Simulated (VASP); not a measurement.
# Dy (P6_3/mmc) in VASP: single point with r2SCAN+U

Aim: the single point of Dy with r2SCAN+U.

Everything below comes from runs of VASP 6.6.1. Logs are shortened: lines on timing, memory, paths and dates and some standing lists are left out, and cuts for length are marked.

**1. The structure**

It takes space group P6_3/mmc (No. 194, hexagonal). Conventional cell: a = 3.590 Å, b = 3.590 Å, c = 5.647 Å, α = 90.00°, β = 90.00°, γ = 120.00°. Dy (site symmetry -6m2) is surrounded by 12 Dy at 3.50 to 3.59 Å.

**2. Single point, r2SCAN+U**

Contents of POSCAR:

```
Dy
1.0
    3.5902995600      0.0000000000      0.0000000000
   -1.7951497800      3.1092906300      0.0000000000
    0.0000000000      0.0000000000      5.6475000000
Dy
2
Direct
    0.3333333300      0.6666666700      0.2500000000
    0.6666666700      0.3333333300      0.7500000000
```

Contents of INCAR.step1:

```
PREC = Accurate ; ENCUT = 520
ISMEAR = -1 ; SIGMA = 0.1
LREAL = F ; LASPH = T
NELM = 150 ; LMAXMIX = 6
LDAU = T ; LDAUTYPE = 2
LDAUL = 3 ; LDAUU = 2
LDAUJ = 0 ; NBANDS = 27
GGA = PE ; ALGO = Normal
EDIFF = 1E-4 ; LWAVE = T
LCHARG = F
```

Contents of INCAR.step2:

```
PREC = Accurate ; ENCUT = 520
EDIFF = 1E-6 ; ISMEAR = -1
SIGMA = 0.1 ; LREAL = F
LASPH = T ; NELM = 150
ALGO = Normal ; ISIF = 2
LWAVE = F ; LCHARG = T
LMAXMIX = 6 ; LDAU = T
LDAUTYPE = 2 ; LDAUL = 3
LDAUU = 2 ; LDAUJ = 0
LDAUPRINT = 1 ; METAGGA = R2SCAN
LMIXTAU = T ; LELF = T
LVHAR = T ; NBANDS = 27
ISTART = 1
```

Contents of KPOINTS:

```
Automatic mesh
0
Gamma
  8 8 5
```

Potentials or basis: VASP PAW PBE potentials, release 64 (Dy).

The run is started by

```console
$ cat potpaw_PBE.64/Dy/POTCAR > POTCAR
$ cp INCAR.step1 INCAR
$ mpirun -np 1 vasp_std > vasp.out
$ cp INCAR.step2 INCAR
$ mpirun -np 1 vasp_std > vasp.out
```

OUTCAR:

```text
PREC = Accurate
   ENCUT = 520
   EDIFF = 1E-6
   ISMEAR = -1
   LREAL = F
   LASPH = T
   NELM = 150
   ISIF = 2
   METAGGA = R2SCAN
   ISTART = 1

 ion  position               nearest neighbor table
   1  0.333  0.667  0.250-   2 3.50   2 3.50   2 3.50   2 3.50   2 3.50   2 3.50
   2  0.667  0.333  0.750-   1 3.50   1 3.50   1 3.50   1 3.50   1 3.50   1 3.50

  LATTYP: Found a hexagonal cell.
 ALAT       =     3.5902995600
 C/A-ratio  =     1.5729885224

  Lattice vectors:

 A1 = (   3.5902995600,   0.0000000000,   0.0000000000)
 A2 = (  -1.7951497800,   3.1092906300,   0.0000000000)
 A3 = (   0.0000000000,   0.0000000000,   5.6475000000)

Analysis of symmetry for initial positions (statically):
=====================================================================
 Subroutine PRICEL returns:
 Original cell was already a primitive cell.

 Routine SETGRP: Setting up the symmetry group for a
 hexagonal supercell.

 Subroutine GETGRP returns: Found 24 space group operations
 (whereof 12 operations were pure point group operations)
 out of a pool of 24 trial point group operations.

The static configuration has the point symmetry D_3d.
 The point group associated with its full space group is D_6h.

Analysis of symmetry for dynamics (positions and initial velocities):
=====================================================================
 Subroutine PRICEL returns:
 Original cell was already a primitive cell.

 Routine SETGRP: Setting up the symmetry group for a
 hexagonal supercell.

 Subroutine GETGRP returns: Found 24 space group operations
 (whereof 12 operations were pure point group operations)
 out of a pool of 24 trial point group operations.

The dynamic configuration has the point symmetry D_3d.
 The point group associated with its full space group is D_6h.

 Subroutine INISYM returns: Found 24 space group operations
 (whereof 12 operations are pure point group operations),
 and found     1 'primitive' translations

----------------------------------------------------------------------------------------

                                     Primitive cell

  volume of cell :      63.0447

  direct lattice vectors                    reciprocal lattice vectors
     3.590299560  0.000000000  0.000000000     0.278528291  0.160808383  0.000000000
    -1.795149780  3.109290630  0.000000000     0.000000000  0.321616767  0.000000000
     0.000000000  0.000000000  5.647500000     0.000000000  0.000000000  0.177069500

  length of vectors
     3.590299560  3.590299563  5.647500000     0.321616767  0.321616767  0.177069500

[... 155 lines left out ...]
  o =  0.6362  v =  0.0000  0.0000 -1.0000 -0.0000  0.0000  0.0000  0.0000  0.0000  0.0000  0.0000  0.0000  0.0000  0.0000  0.0000      0.0000  0.0000  0.0000  0.0000  0.0000  0.0000  0.0000  0.0000  0.0000  0.0000  0.0000  0.0000  0.0000  0.0000
  o =  0.8034  v =  0.0000  0.0000  0.0000  0.0000  0.0000  0.0000  0.0000 -0.0000  0.0000 -0.0000 -0.0000 -0.0000 -0.0000 -1.0000      0.0000  0.0000  0.0000  0.0000  0.0000  0.0000  0.0000  0.0000  0.0000  0.0000  0.0000  0.0000  0.0000  0.0000
  o =  0.8034  v = -0.0000  0.0000 -0.0000 -0.0000 -0.0000 -0.0000 -1.0000  0.0000  0.0000  0.0000  0.0000  0.0000  0.0000  0.0000      0.0000  0.0000  0.0000  0.0000  0.0000  0.0000  0.0000  0.0000  0.0000  0.0000  0.0000  0.0000  0.0000  0.0000
  o =  0.8134  v =  1.0000  0.0000  0.0000  0.0000 -0.0000 -0.0000 -0.0000  0.0000  0.0000  0.0000  0.0000  0.0000  0.0000  0.0000      0.0000  0.0000  0.0000  0.0000  0.0000  0.0000  0.0000  0.0000  0.0000  0.0000  0.0000  0.0000  0.0000  0.0000
  o =  0.8134  v =  0.0000  0.0000  0.0000  0.0000  0.0000  0.0000  0.0000  1.0000  0.0000  0.0000  0.0000 -0.0000 -0.0000 -0.0000      0.0000  0.0000  0.0000  0.0000  0.0000  0.0000  0.0000  0.0000  0.0000  0.0000  0.0000  0.0000  0.0000  0.0000
  o =  0.9628  v =  0.0000  0.0000  0.0000  0.0000  0.0000  0.0000  0.0000  0.0000  0.0000 -0.0000 -1.0000 -0.0000 -0.0000 -0.0000      0.0000  0.0000  0.0000  0.0000  0.0000  0.0000  0.0000  0.0000  0.0000  0.0000  0.0000  0.0000  0.0000  0.0000
  o =  0.9628  v =  0.0000  0.0000 -0.0000 -1.0000 -0.0000 -0.0000 -0.0000  0.0000  0.0000  0.0000  0.0000  0.0000  0.0000  0.0000      0.0000  0.0000  0.0000  0.0000  0.0000  0.0000  0.0000  0.0000  0.0000  0.0000  0.0000  0.0000  0.0000  0.0000

atom =   2  type =  1  l = 3

 onsite density matrix

spin component  1

  0.8134  0.0000  0.0000  0.0000 -0.0000 -0.0000 -0.0000
  0.0000  0.4581 -0.0000 -0.0000  0.0000 -0.0000  0.0000
  0.0000 -0.0000  0.6362  0.0000 -0.0000 -0.0000  0.0000
  0.0000 -0.0000  0.0000  0.9628  0.0000  0.0000 -0.0000
 -0.0000  0.0000 -0.0000  0.0000  0.6362 -0.0000  0.0000
 -0.0000 -0.0000 -0.0000  0.0000 -0.0000  0.4581 -0.0000
 -0.0000  0.0000  0.0000 -0.0000  0.0000 -0.0000  0.8034

spin component  2

  0.8134  0.0000  0.0000  0.0000 -0.0000 -0.0000 -0.0000
  0.0000  0.4581 -0.0000 -0.0000  0.0000 -0.0000  0.0000
  0.0000 -0.0000  0.6362  0.0000 -0.0000 -0.0000  0.0000
  0.0000 -0.0000  0.0000  0.9628  0.0000  0.0000 -0.0000
 -0.0000  0.0000 -0.0000  0.0000  0.6362 -0.0000  0.0000
 -0.0000 -0.0000 -0.0000  0.0000 -0.0000  0.4581 -0.0000
 -0.0000  0.0000  0.0000 -0.0000  0.0000 -0.0000  0.8034

 occupancies and eigenvectors

  o =  0.4581  v =  0.0000 -0.9673  0.0000  0.0000  0.0000 -0.2537 -0.0000  0.0000  0.0000  0.0000  0.0000  0.0000  0.0000  0.0000      0.0000  0.0000  0.0000  0.0000  0.0000  0.0000  0.0000  0.0000  0.0000  0.0000  0.0000  0.0000  0.0000  0.0000
  o =  0.4581  v =  0.0000  0.0000  0.0000  0.0000  0.0000  0.0000  0.0000  0.0000 -0.9673  0.0000  0.0000  0.0000 -0.2537 -0.0000      0.0000  0.0000  0.0000  0.0000  0.0000  0.0000  0.0000  0.0000  0.0000  0.0000  0.0000  0.0000  0.0000  0.0000
  o =  0.4581  v = -0.0000  0.2537 -0.0000  0.0000  0.0000 -0.9673  0.0000  0.0000  0.0000  0.0000  0.0000  0.0000  0.0000  0.0000      0.0000  0.0000  0.0000  0.0000  0.0000  0.0000  0.0000  0.0000  0.0000  0.0000  0.0000  0.0000  0.0000  0.0000
  o =  0.4581  v =  0.0000  0.0000  0.0000  0.0000  0.0000  0.0000  0.0000 -0.0000  0.2537 -0.0000  0.0000  0.0000 -0.9673  0.0000      0.0000  0.0000  0.0000  0.0000  0.0000  0.0000  0.0000  0.0000  0.0000  0.0000  0.0000  0.0000  0.0000  0.0000
  o =  0.6362  v = -0.0000 -0.0000 -0.0000  0.0000 -1.0000 -0.0000  0.0000  0.0000  0.0000  0.0000  0.0000  0.0000  0.0000  0.0000      0.0000  0.0000  0.0000  0.0000  0.0000  0.0000  0.0000  0.0000  0.0000  0.0000  0.0000  0.0000  0.0000  0.0000
  o =  0.6362  v =  0.0000  0.0000  0.0000  0.0000  0.0000  0.0000  0.0000 -0.0000 -0.0000 -0.0000  0.0000 -1.0000 -0.0000  0.0000      0.0000  0.0000  0.0000  0.0000  0.0000  0.0000  0.0000  0.0000  0.0000  0.0000  0.0000  0.0000  0.0000  0.0000
  o =  0.6362  v =  0.0000  0.0000  0.0000  0.0000  0.0000  0.0000  0.0000  0.0000 -0.0000 -1.0000  0.0000  0.0000  0.0000  0.0000      0.0000  0.0000  0.0000  0.0000  0.0000  0.0000  0.0000  0.0000  0.0000  0.0000  0.0000  0.0000  0.0000  0.0000
  o =  0.6362  v =  0.0000 -0.0000 -1.0000  0.0000  0.0000  0.0000  0.0000  0.0000  0.0000  0.0000  0.0000  0.0000  0.0000  0.0000      0.0000  0.0000  0.0000  0.0000  0.0000  0.0000  0.0000  0.0000  0.0000  0.0000  0.0000  0.0000  0.0000  0.0000
  o =  0.8034  v =  0.0000  0.0000  0.0000  0.0000  0.0000  0.0000  0.0000 -0.0000  0.0000 -0.0000  0.0000 -0.0000 -0.0000 -1.0000      0.0000  0.0000  0.0000  0.0000  0.0000  0.0000  0.0000  0.0000  0.0000  0.0000  0.0000  0.0000  0.0000  0.0000
  o =  0.8034  v = -0.0000  0.0000 -0.0000  0.0000 -0.0000 -0.0000 -1.0000  0.0000  0.0000  0.0000  0.0000  0.0000  0.0000  0.0000      0.0000  0.0000  0.0000  0.0000  0.0000  0.0000  0.0000  0.0000  0.0000  0.0000  0.0000  0.0000  0.0000  0.0000
  o =  0.8134  v =  0.0000  0.0000  0.0000  0.0000  0.0000  0.0000  0.0000  1.0000  0.0000  0.0000  0.0000 -0.0000 -0.0000 -0.0000      0.0000  0.0000  0.0000  0.0000  0.0000  0.0000  0.0000  0.0000  0.0000  0.0000  0.0000  0.0000  0.0000  0.0000
  o =  0.8134  v =  1.0000  0.0000  0.0000  0.0000 -0.0000 -0.0000 -0.0000  0.0000  0.0000  0.0000  0.0000  0.0000  0.0000  0.0000      0.0000  0.0000  0.0000  0.0000  0.0000  0.0000  0.0000  0.0000  0.0000  0.0000  0.0000  0.0000  0.0000  0.0000
  o =  0.9628  v =  0.0000  0.0000  0.0000 -1.0000  0.0000 -0.0000 -0.0000  0.0000  0.0000  0.0000  0.0000  0.0000  0.0000  0.0000      0.0000  0.0000  0.0000  0.0000  0.0000  0.0000  0.0000  0.0000  0.0000  0.0000  0.0000  0.0000  0.0000  0.0000
  o =  0.9628  v =  0.0000  0.0000  0.0000  0.0000  0.0000  0.0000  0.0000  0.0000  0.0000  0.0000 -1.0000  0.0000 -0.0000 -0.0000      0.0000  0.0000  0.0000  0.0000  0.0000  0.0000  0.0000  0.0000  0.0000  0.0000  0.0000  0.0000  0.0000  0.0000

 number of electron      39.9999980 magnetization

 Free energy of the ion-electron system (eV)
  ---------------------------------------------------
  ext. energy  EPLUGINS =         0.00000000
  ---------------------------------------------------
  free energy    TOTEN  =       -57.79513647 eV

  energy without entropy =      -56.53031384  energy(sigma->0) =      -57.16272516

 E-fermi :   2.5741     XC(G=0): -10.7554

 val. band max:        2.5733528961   @ k =   0.3750   0.0000   0.0000
 cond. band min:       2.5749734561   @ k =   0.3750   0.1250   0.2000
 fundamental gap:      0.0016205600
 Fermi energy:         2.5741054071

 k-point     1 :       0.0000    0.0000    0.0000
  band No.  band energies     occupation
      1     -43.9370      2.00000
      2     -43.8555      2.00000
      3     -20.2410      2.00000
      4     -19.3775      2.00000
      5     -19.3738      2.00000
      6     -19.3738      2.00000
[... 709 lines left out ...]
     26       3.5894      0.00008
     27       4.8032      0.00000

 [... further k-points ...]
[... 5 lines left out ...]
  --------------------------------------------------------------------------------------
  -------------------------------------------------------------------------------------
  Total        0.2138606      0.2138606      1.1289661      0.0000000     -0.0000000      0.0000000
  in kB        5.4349207      5.4349207     28.6908373      0.0000000     -0.0000000      0.0000000
  external PRESSURE =      13.1868929 kB  Pullay stress =       0.0000000 kB

 VOLUME and BASIS-vectors are now :
 -----------------------------------------------------------------------------
  energy-cutoff  :      520.00
  volume of cell :       63.04
      direct lattice vectors                 reciprocal lattice vectors
     3.590299560  0.000000000  0.000000000     0.278528291  0.160808383  0.000000000
    -1.795149780  3.109290630  0.000000000     0.000000000  0.321616767  0.000000000
     0.000000000  0.000000000  5.647500000     0.000000000  0.000000000  0.177069500

 POSITION                                       TOTAL-FORCE (eV/Angst)
 -----------------------------------------------------------------------------------
     -0.00000      2.07286      1.41187         0.000000     -0.000000      0.000000
      1.79515      1.03643      4.23562        -0.000000      0.000000      0.000000
 -----------------------------------------------------------------------------------
    total drift:                               -0.000017      0.000010     -0.000000

  FREE ENERGIE OF THE ION-ELECTRON SYSTEM (eV)
  ---------------------------------------------------
  free  energy   TOTEN  =       -57.7951364748 eV

  energy  without entropy=      -56.5303138400  energy(sigma->0) =      -57.16272516
```

It took 15 min on 1 thread of Intel Xeon Platinum 8375C at 2.90GHz (Ice Lake), shared host; peak memory 0.22 GiB.

Results:

* Free energy: -57.7951 eV
* Pressure: 1.3 GPa
* Band gap on the k mesh: none (metal or under the smearing width)

Stress tensor (GPa, compression positive):
```
0.54 0.00 0.00
0.00 0.54 0.00
0.00 0.00 2.87
```

Levels at points of the mesh, in eV from the Fermi level:
```tsv
k point	band 18	band 19	band 20	band 21	band 22	band 23	band 24	band 25
(0.00, 0.00, 0.00)	-0.03	-0.03	-0.03	0.01	0.01	0.02	0.02	1.71
(0.50, 0.00, 0.00)	-0.11	-0.10	-0.06	0.00	0.05	0.06	0.07	0.11
```

Eigenvalues of the final occupation matrices:
```
    site  spin  trace                         eigenvalues
site 1 f     1   4.77  0.46 0.46 0.64 0.64 0.80 0.81 0.96
site 1 f     2   4.77  0.46 0.46 0.64 0.64 0.80 0.81 0.96
site 2 f     1   4.77  0.46 0.46 0.64 0.64 0.80 0.81 0.96
site 2 f     2   4.77  0.46 0.46 0.64 0.64 0.80 0.81 0.96
```

Caveat: the PAW data sets were made with another functional, which shifts forces and pressure a little; U without spin polarisation on a metal has little footing.
